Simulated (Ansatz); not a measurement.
**Ru: enthalpy under pressure, worked through**

Theory: Ansatz 0.2.0, DFT r2SCAN, scalar-relativistic, plane waves, PAW. Run with 500 eV cutoff, 18×18×10 k-mesh, Gaussian smearing of 0.10 eV, no spin polarisation.

Reference structure (relaxed):

```yaml
crystal:
  lattice:
    - [2.70246, 0.00000, 0.00000]
    - [-1.35123, 2.34040, 0.00000]
    - [0.00000, 0.00000, 4.26584]
  atoms:
    - { symbol: Ru, position: [0.33333, 0.66667, 0.25000] }
    - { symbol: Ru, position: [0.66667, 0.33333, 0.75000] }
```

Cell and atoms were relaxed at each target pressure within the start's symmetry (P6_3/mmc), at zero temperature; other phases can be more stable under pressure. H = E + PV with P the target; E is the free energy at the smearing used, whose derivative the pressure is, per atom and counted from zero pressure.

```tsv
P (GPa)	V (Å³/atom)	E − E0 (meV)	H − H0 (meV)
0	13.490	0.0	0.0
3	13.372	1.1	251.5
8	13.190	7.3	665.9
15	12.957	24.0	1237.0
30	12.523	84.2	2429.2
60	11.843	272.2	4707.2
```

Problem. Thermodynamics gives dH/dP = V along a relaxed path. Integrate V over P by the trapezoid rule and compare with the computed enthalpies.

Solution. With 1 eV/Å³ = 160.22 GPa, each step adds the mean volume times ΔP / 160.22:
```csv
P (GPa),∫V dP (meV),H − H0 (meV),difference (meV)
3,251.5,251.5,0.0
8,666.0,665.9,0.0
15,1237.1,1237.0,0.1
30,2429.9,2429.2,0.7
60,4711.1,4707.2,3.9
```

V(P) curves upward, so the trapezoid rule runs high; integrating a smooth curve through the same points (P as a polynomial of degree 4 in ln V) puts that excess at about 4.0 meV at 60 GPa, against the 3.9 meV found.

Problem. At 60 GPa, how much of the enthalpy change is stored energy and how much is the PV term?

Solution. E rises by 272 meV/atom and PV is 60 × 11.843 / 160.22 = 4435 meV/atom, so PV makes 94 % of ΔH. So between rival structures at high pressure a small difference in volume can outweigh the difference in energy: 1 % of this volume is worth 44.3 meV/atom at this pressure.

Problem. What bulk modulus do the lowest pressures give, and how is the compression shared among the axes?

Solution. From the pressures that the runs reached, -3.00 GPa (13.613 Å³) and 3.02 GPa (13.372 Å³), B = −ΔP/Δln V = 6.02 / 0.0179 = 338 GPa, a mean over that range. The linear compressibilities −Δln(length)/ΔP are 1.03 along a, 1.03 along b, 0.89 along c (in TPa⁻¹). With fixed angles they add up to 1/B: 2.96 against 2.96. Softest: a and b, at 35 % of the volume change per axis.